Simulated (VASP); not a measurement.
# BN (Qingsongite) (F-43m) in VASP: settings compared

The runs below take BN (Qingsongite) through relaxation of cell and atoms, relaxation of the atoms, with r2SCAN, LDA.

Program: VASP 6.6.1. These are calculated values, not measurements. Logs are shortened: lines on timing, memory, paths and dates and some standing lists are left out, and cuts for length are marked.

## 1. The structure

Symmetry: F-43m, No. 216, cubic system. Conventional cell: a = 3.613 Å, b = 3.613 Å, c = 3.613 Å, α = 90.00°, β = 90.00°, γ = 90.00°. Around B (site symmetry -43m) lie 4 N at 1.56 Å. N (site symmetry -43m) has 4 B at 1.56 Å as nearest neighbours.

## 2. Relaxation of cell and atoms, r2SCAN

INCAR reads:

```
SYSTEM = BN
ALGO     = Normal         ! electronic algorithm
EDIFF    = 1E-7           ! SCF threshold, eV
EDIFFG   = -0.005         ! ionic threshold
ENCUT    = 600            ! plane-wave cutoff, eV
IBRION   = 2              ! ionic algorithm
ISIF     = 3              ! what is computed and relaxed
ISMEAR   = 0              ! smearing method
LASPH    = .TRUE.         ! aspherical terms in the spheres
LCHARG   = .FALSE.        ! write CHGCAR
LMIXTAU  = .TRUE.       
LREAL    = .FALSE.        ! projectors in reciprocal space
LWAVE    = .FALSE.        ! write WAVECAR
METAGGA  = R2SCAN         ! meta-GGA
NELM     = 80             ! most SCF steps
NSW      = 90             ! ionic steps
PREC     = Accurate       ! precision mode
SIGMA    = 0.03           ! smearing width, eV
```

KPOINTS reads:

```
k-points
0
G
  14 14 14
  0 0 0
```

POSCAR reads:

```
BN                                      
1.0
    0.0000000000      1.8066401993      1.8066401993
    1.8066401993     -0.0000000000      1.8066401993
    1.8066401993      1.8066401993      0.0000000000
  B               N             
     1     1
Direct
     0.0000000000000000    0.0000000000000000    0.0000000000000000
     0.2500000000000000    0.2500000000000000    0.2500000000000000
```

Potentials or basis: VASP PAW PBE potentials, release 64 (B, N).

Launch:

```sh
cat potpaw_PBE.64/B/POTCAR potpaw_PBE.64/N/POTCAR > POTCAR
mpirun -np 1 vasp_std > vasp.out
```

OUTCAR:

```text
SYSTEM = BN
   EDIFF = 1E-7
   EDIFFG = -0.005
   ENCUT = 600
   IBRION = 2
   ISIF = 3
   ISMEAR = 0
   LASPH = .TRUE.
   LREAL = .FALSE.
   METAGGA = R2SCAN
   NELM = 80
   NSW = 90
   PREC = Accurate

 ion  position               nearest neighbor table
   1  0.000  0.000  0.000-   2 1.56   2 1.56   2 1.56   2 1.56
   2  0.250  0.250  0.250-   1 1.56   1 1.56   1 1.56   1 1.56

  LATTYP: Found a face centered cubic cell.
 ALAT       =     3.6132803986

  Lattice vectors:

 A1 = (   0.0000000000,   1.8066401993,   1.8066401993)
 A2 = (   1.8066401993,   0.0000000000,   1.8066401993)
 A3 = (   1.8066401993,   1.8066401993,   0.0000000000)

Analysis of symmetry for initial positions (statically):
=====================================================================
 Subroutine PRICEL returns:
 Original cell was already a primitive cell.

 Routine SETGRP: Setting up the symmetry group for a
 face centered cubic supercell.

 Subroutine GETGRP returns: Found 24 space group operations
 (whereof 24 operations were pure point group operations)
 out of a pool of 48 trial point group operations.

The static configuration has the point symmetry T_d .

Analysis of symmetry for dynamics (positions and initial velocities):
=====================================================================
 Subroutine PRICEL returns:
 Original cell was already a primitive cell.

 Routine SETGRP: Setting up the symmetry group for a
 face centered cubic supercell.

 Subroutine GETGRP returns: Found 24 space group operations
 (whereof 24 operations were pure point group operations)
 out of a pool of 48 trial point group operations.

The dynamic configuration has the point symmetry T_d .

 Subroutine INISYM returns: Found 24 space group operations
 (whereof 24 operations are pure point group operations),
 and found     1 'primitive' translations

----------------------------------------------------------------------------------------

                                     Primitive cell

  volume of cell :      11.7936

  direct lattice vectors                    reciprocal lattice vectors
     0.000000000  1.806640199  1.806640199    -0.276756822  0.276756822  0.276756822
     1.806640199  0.000000000  1.806640199     0.276756822 -0.276756822  0.276756822
     1.806640199  1.806640199  0.000000000     0.276756822  0.276756822 -0.276756822

  length of vectors
     2.554975072  2.554975072  2.554975072     0.479356877  0.479356877  0.479356877

  position of ions in fractional coordinates (direct lattice)
     0.000000000  0.000000000  0.000000000
     0.250000000  0.250000000  0.250000000

  ion indices of the primitive-cell ions
   primitive index   ion index
                 1           1
                 2           2

----------------------------------------------------------------------------------------

 KPOINTS: k-points

Automatic generation of k-mesh.
 Grid dimensions read from file:
 generate k-points for:   14   14   14

 Generating k-lattice:

  Cartesian coordinates                     Fractional coordinates (reciprocal lattice)
    -0.019768344  0.019768344  0.019768344     0.071428571  0.000000000  0.000000000
     0.019768344 -0.019768344  0.019768344     0.000000000  0.071428571  0.000000000
     0.019768344  0.019768344 -0.019768344     0.000000000  0.000000000  0.071428571

  Length of vectors
     0.034239777  0.034239777  0.034239777

  Shift w.r.t. Gamma in fractional coordinates (k-lattice)
     0.000000000  0.000000000  0.000000000

 Subroutine IBZKPT returns following result:
 ===========================================

 Found    104 irreducible k-points:

 Following reciprocal coordinates:
            Coordinates               Weight
  0.000000  0.000000  0.000000      1.000000
  0.071429  0.000000  0.000000      8.000000
  0.142857  0.000000  0.000000      8.000000
  0.214286  0.000000  0.000000      8.000000
  0.285714  0.000000  0.000000      8.000000
  0.357143  0.000000  0.000000      8.000000
[... 16 lines left out ...]
  0.214286  0.142857  0.000000     24.000000
  0.285714  0.142857  0.000000     24.000000
 [... further k-points ...]
   k-points           NKPTS =    104   k-points in BZ     NKDIM =    104   number of bands    NBANDS=      8
   number of dos      NEDOS =    301   number of ions     NIONS =      2
   total plane-waves  NPLWV =   8000
   dimension x,y,z NGX =    20 NGY =   20 NGZ =   20
   dimension x,y,z NGXF=    40 NGYF=   40 NGZF=   40
   ions per type =               1   1
   NGX,Y,Z   is equivalent  to a cutoff of  13.01, 13.01, 13.01 a.u.
   NGXF,Y,Z  is equivalent  to a cutoff of  26.03, 26.03, 26.03 a.u.
 SYSTEM =  BN
   PREC   = accura    normal or accurate (medium, high low for compatibility)
   ISTART =      0    job   : 0-new  1-cont  2-samecut
   ICHARG =      2    charge: 1-file 2-atom 10-const
   ISPIN  =      1    spin polarized calculation?
   LNONCOLLINEAR =      F non collinear calculations
   LSORBIT =      F    spin-orbit coupling
   LASPH  =      T    aspherical Exc in radial PAW
   ENCUT  =  600.0 eV  44.10 Ry    6.64 a.u.   5.10  5.10  5.10*2*pi/ulx,y,z
   NELM   =     80;   NELMIN=  2; NELMDL= -5     # of ELM steps
   EDIFF  = 0.1E-06   stopping-criterion for ELM
   LREAL  =      F    real-space projection
   EDIFFG = -.5E-02   stopping-criterion for IOM
   NSW    =     90    number of steps for IOM
   IBRION =      2    ionic relax: 0-MD 1-quasi-New 2-CG
   NFREE  =      1    steps in history (QN), initial steepest desc. (CG)
   ISIF   =      3    stress and relaxation
   ISYM   =      2    0-nonsym 1-usesym 2-fastsym
   POTIM  = 0.5000    time-step for ionic-motion
   TEBEG  =    0.0;   TEEND  =   0.0 temperature during run
   PSTRESS=    0.0 pullay stress
   NELECT =       8.0000    total number of electrons
   NUPDOWN=      -1.0000    fix difference up-down
   EMIN   =  10.00;   EMAX   =-10.00  energy-range for DOS
   EFERMI =   0.00;   METHOD = LEGACY
   ISMEAR =     0;   SIGMA  =   0.03  broadening in eV -4-tet -1-fermi 0-gaus
   EFERMI_NEDOS =   21; number of points for ismear=-14 and -15
   IALGO  =     38    algorithm
   IMIX   =      4    mixing-type and parameters
     AMIX     =   0.40;   BMIX     =  1.00
     AMIX_MAG =   1.60;   BMIX_MAG =  1.00
  volume/ion in A,a.u.               =       5.90        39.79
  Fermi-wavevector in a.u.,A,eV,Ry     =   1.438434  2.718245 28.151696  2.069091
  Thomas-Fermi vector in A             =   2.557401
   LORBIT       =      0    0 simple, 1 ext, 2 COOP (PROOUT), +10 PAW based schemes
   METAGGA = R2SCAN    functional components
   LHFCALC =     F    Hartree Fock is set to
   AEXX    =    0.0000 exact exchange contribution
   IVDW    =     0    specifies the selected vdW correction
   LEPSILON=     F    determine dielectric tensor
   LRPA    =     F    only Hartree local field effects (RPA)
 conjugate gradient relaxation of ions
 non-spin polarized calculation
 Gauss-broadening in eV      SIGMA  =   0.03
  energy-cutoff  :      600.00
  volume of cell :       11.79
 maximum number of plane-waves:       411
   NGX = 11   NGY = 11   NGZ = 11

 number of electron       7.9999999 magnetization

 Free energy of the ion-electron system (eV)
  ---------------------------------------------------
  ext. energy  EPLUGINS =         0.00000000
  ---------------------------------------------------
  free energy    TOTEN  =       -19.17462420 eV

  energy without entropy =      -19.17462420  energy(sigma->0) =      -19.17462420

 E-fermi :   7.4453     XC(G=0): -13.6538

 val. band max:        7.2591760278   @ k =   0.0000   0.0000   0.0000
 cond. band min:      12.2376849239   @ k =   0.5000   0.5000   0.0000
 fundamental gap:      4.9785088960
 Fermi energy:         7.4453042980

 k-point     1 :       0.0000    0.0000    0.0000
  band No.  band energies     occupation
      1     -14.0485      2.00000
      2       7.2592      2.00000
      3       7.2592      2.00000
      4       7.2592      2.00000
      5      16.7925      0.00000
      6      16.7925      0.00000
      7      16.7925      0.00000
      8      18.3469      0.00000

 k-point     2 :       0.0714    0.0000    0.0000
  band No.  band energies     occupation
      1     -13.9196      2.00000
      2       6.5434      2.00000
      3       7.1202      2.00000
      4       7.1202      2.00000
      5      16.9696      0.00000
      6      17.0079      0.00000
      7      17.0079      0.00000
      8      18.7845      0.00000

 k-point     3 :       0.1429    0.0000    0.0000
  band No.  band energies     occupation
      1     -13.5369      2.00000
      2       4.8050      2.00000
      3       6.7633      2.00000
      4       6.7633      2.00000
      5      17.2434      0.00000
      6      17.5436      0.00000
      7      17.5436      0.00000
      8      19.9209      0.00000

 k-point     4 :       0.2143    0.0000    0.0000
  band No.  band energies     occupation
      1     -12.9135      2.00000
      2       2.6486      2.00000
      3       6.3135      2.00000
      4       6.3135      2.00000
      5      17.4935      0.00000
      6      18.1427      0.00000
      7      18.1427      0.00000
      8      21.2276      0.00000

 k-point     5 :       0.2857    0.0000    0.0000
  band No.  band energies     occupation
      1     -12.0794      2.00000
      2       0.4382      2.00000
      3       5.8807      2.00000
      4       5.8807      2.00000
      5      17.7215      0.00000
      6      18.5627      0.00000
      7      18.5627      0.00000
      8      22.3288      0.00000
[... 177 lines left out ...]
 k-point    22 :       0.1429    0.1429    0.0000
  band No.  band energies     occupation
      1     -13.3672      2.00000
      2       5.5790      2.00000
      3       5.8298      2.00000
      4       5.8298      2.00000
      5      15.9317      0.00000
      6      18.8278      0.00000
      7      18.8278      0.00000
      8      19.7627      0.00000

 k-point    23 :       0.2143    0.1429    0.0000
  band No.  band energies     occupation
      1     -12.9091      2.00000
      2       3.9784      2.00000
      3       5.2792      2.00000
      4       5.6810      2.00000
      5      15.8611      0.00000
      6      19.3967      0.00000
      7      19.6727      0.00000
      8      20.3934      0.00000

 k-point    24 :       0.2857    0.1429    0.0000
  band No.  band energies     occupation
      1     -12.2231      2.00000
      2       1.9859      2.00000
      3       4.8246      2.00000
      4       5.3170      2.00000
      5      16.1896      0.00000
      6      19.7442      0.00000
      7      20.3126      0.00000
      8      20.9654      0.00000

 [... further k-points ...]

------------------------ aborting loop because EDIFF is reached ----------------------------------------

  FORCE on cell =-STRESS in cart. coord.  units (eV):
  Direction    XX          YY          ZZ          XY          YZ          ZX
  --------------------------------------------------------------------------------------
  -------------------------------------------------------------------------------------
  Total        0.0015835      0.0015835      0.0015835      0.0000000      0.0000000      0.0000000
  in kB        0.2151231      0.2151231      0.2151231      0.0000000      0.0000000      0.0000000
  external PRESSURE =       0.2151231 kB  Pullay stress =       0.0000000 kB

 VOLUME and BASIS-vectors are now :
 -----------------------------------------------------------------------------
  energy-cutoff  :      600.00
  volume of cell :       11.79
      direct lattice vectors                 reciprocal lattice vectors
     0.000000000  1.806640199  1.806640199    -0.276756822  0.276756822  0.276756822
     1.806640199  0.000000000  1.806640199     0.276756822 -0.276756822  0.276756822
     1.806640199  1.806640199  0.000000000     0.276756822  0.276756822 -0.276756822

 POSITION                                       TOTAL-FORCE (eV/Angst)
 -----------------------------------------------------------------------------------
      0.00000      0.00000      0.00000        -0.000000      0.000000     -0.000000
      0.90332      0.90332      0.90332         0.000000     -0.000000      0.000000
 -----------------------------------------------------------------------------------
    total drift:                                0.000000      0.000000      0.000000

  FREE ENERGIE OF THE ION-ELECTRON SYSTEM (eV)
  ---------------------------------------------------
  free  energy   TOTEN  =       -19.1746242033 eV

  energy  without entropy=      -19.1746242033  energy(sigma->0) =      -19.17462420

 reached required accuracy - stopping structural energy minimisation
```

Wall time 44 s (1 thread of AMD EPYC 9R14 (Zen 4), shared host); peak memory 0.1 GiB.

What came out:

```
Free energy             : -19.1746 eV
Pressure after relaxing : 0.0 GPa
Band gap on the k mesh  : 4.98 eV, indirect (least direct gap 9.53 eV)
```

Final structure:
```yaml
crystal:
  lattice:
    - [0.00000, 1.80664, 1.80664]
    - [1.80664, 0.00000, 1.80664]
    - [1.80664, 1.80664, 0.00000]
  atoms:
    - { symbol: B, position: [0.00000, 0.00000, 0.00000] }
    - { symbol: N, position: [0.25000, 0.25000, 0.25000] }
```

Caveat: the relaxation stopped at its first step, so nothing moved; the PAW data sets were made with another functional, which shifts forces and pressure a little. r2SCAN opens gaps a little over a GGA but as a rule still falls short of measured ones.

## 3. Relaxation of cell and atoms, LDA

INCAR reads:

```
SYSTEM = BN
ALGO     = Normal         ! electronic algorithm
EDIFF    = 1E-6           ! SCF threshold, eV
EDIFFG   = -0.01          ! ionic threshold
ENCUT    = 600            ! plane-wave cutoff, eV
GGA      = CA             ! functional
IBRION   = 2              ! ionic algorithm
ISIF     = 3              ! what is computed and relaxed
ISMEAR   = 0              ! smearing method
LASPH    = .True.         ! aspherical terms in the spheres
LCHARG   = .False.        ! write CHGCAR
LREAL    = .False.        ! projectors in reciprocal space
LWAVE    = .False.        ! write WAVECAR
NELM     = 80             ! most SCF steps
NSW      = 90             ! ionic steps
PREC     = Accurate       ! precision mode
SIGMA    = 0.03           ! smearing width, eV
```

KPOINTS reads:

```
k-points
0
Gamma
  14 14 14
  0 0 0
```

POSCAR reads:

```
BN
1.0
    0.0000000000      1.8075000000      1.8075000000
    1.8075000000      0.0000000000      1.8075000000
    1.8075000000      1.8075000000      0.0000000000
B N
1 1
Direct
    0.0000000000      0.0000000000      0.0000000000
    0.2500000000      0.2500000000      0.2500000000
```

Potentials or basis: VASP PAW LDA potentials, release 64 (B, N).

Launch:

```sh
cat potpaw_LDA.64/B/POTCAR potpaw_LDA.64/N/POTCAR > POTCAR
mpirun -np 1 vasp_std > vasp.out
```

It took 11 s on 1 thread of Intel Xeon Platinum 8488C (Sapphire Rapids), shared host; peak memory 0.12 GiB.

The run converged. Its results:

```yaml
Free_energy: -19.4173 eV
Relaxed_volume: 5.75 Å³/atom
Relaxed_cell: a = 2.533 Å, b = 2.533 Å, c = 2.533 Å, α = 60.00°, β = 60.00°, γ = 60.00°
Space_group_after_relaxing_to_0.05_Å: F-43m (No. 216)
Energy_gained_by_relaxing: 5.2 meV/atom
Ionic_steps: 3
Pressure_after_relaxing: -0.1 GPa
Band_gap_on_the_k_mesh: 4.38 eV, indirect (least direct gap 8.81 eV)
```

Step by step:
| step | energy change (eV) | largest force (eV/Å) | pressure (GPa) | volume (Å³) |
| --- | --- | --- | --- | --- |
| 1 | 0.0000 | 0.0000 | -10.29 | 11.81 |
| 2 | 0.0014 | 0.0000 | 12.01 | 11.17 |
| 3 | -0.0104 | 0.0000 | -0.06 | 11.50 |

Final structure:
```xyz
2
Lattice="0.0000 1.7914 1.7914 1.7914 0.0000 1.7914 1.7914 1.7914 0.0000" Properties=species:S:1:pos:R:3 pbc="T T T"
B     0.0000    0.0000    0.0000
N     0.8957    0.8957    0.8957
```

Levels at points of the mesh, in eV from the valence-band top:
```
           k point  band 1  band 2  band 3  band 4  band 5  band 6  band 7  band 8
(0.00, 0.00, 0.00)  -20.38    0.00    0.00    0.00    8.81    8.81    8.81   10.88
(0.50, 0.00, 0.00)  -15.97  -10.96   -2.00   -2.00   10.56   10.71   10.71   15.29
(0.50, 0.50, 0.00)  -14.55   -9.06   -5.06   -5.06    4.38    9.30   18.11   18.11
```

A k mesh can miss the band edges. LDA usually gives volumes a few per cent too small.

(Part 1 of 2 ends here.)
